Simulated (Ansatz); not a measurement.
LAPW volumes and bulk moduli in simple lattices

All-electron LAPW (Ansatz 0.2.0), scalar-relativistic, no spin, Fermi–Dirac smearing 0.136 eV, k-meshes of 8 to 18 points an axis; Birch–Murnaghan fits to pressures. Some or most of these lattices are hypothetical for the element, and V0 is the minimum nearest the starting volume; lattices without a usable fit are left out; mesh and smearing are coarse, and magnetic elements are treated as non-magnetic.

```json
{"element": "Ir", "lattice": "bcc", "functional": "LDA", "V0 (Å³/atom)": "14.36", "B0 (GPa)": "356", "B′": "5.0", "k-points per axis": "15"}
{"element": "Ir", "lattice": "bcc", "functional": "PBE", "V0 (Å³/atom)": "15.09", "B0 (GPa)": "303", "B′": "5.1", "k-points per axis": "15"}
{"element": "Ir", "lattice": "bcc", "functional": "PBEsol", "V0 (Å³/atom)": "14.59", "B0 (GPa)": "339", "B′": "5.0", "k-points per axis": "15"}
{"element": "Ir", "lattice": "diamond", "functional": "LDA", "V0 (Å³/atom)": "20.54", "B0 (GPa)": "216", "B′": "4.9", "k-points per axis": "8"}
{"element": "Ir", "lattice": "diamond", "functional": "PBE", "V0 (Å³/atom)": "21.61", "B0 (GPa)": "182", "B′": "5.1", "k-points per axis": "8"}
{"element": "Ir", "lattice": "fcc", "functional": "LDA", "V0 (Å³/atom)": "13.85", "B0 (GPa)": "402", "B′": "5.0", "k-points per axis": "15"}
{"element": "Ir", "lattice": "fcc", "functional": "PBE", "V0 (Å³/atom)": "14.51", "B0 (GPa)": "345", "B′": "5.1", "k-points per axis": "15"}
{"element": "Ir", "lattice": "sc", "functional": "PBE", "V0 (Å³/atom)": "17.04", "B0 (GPa)": "243", "B′": "5.0", "k-points per axis": "13"}
{"element": "Ir", "lattice": "sc", "functional": "PBEsol", "V0 (Å³/atom)": "16.45", "B0 (GPa)": "273", "B′": "5.0", "k-points per axis": "13"}
```

Problem. Give V0 and B0 for sc Ir in LDA.

Solution. 16.17 Å³/atom and 288.0 GPa.

Problem. Give V0 and B0 for diamond Ir in PBEsol.

Solution. 20.89 Å³/atom and 204.5 GPa.
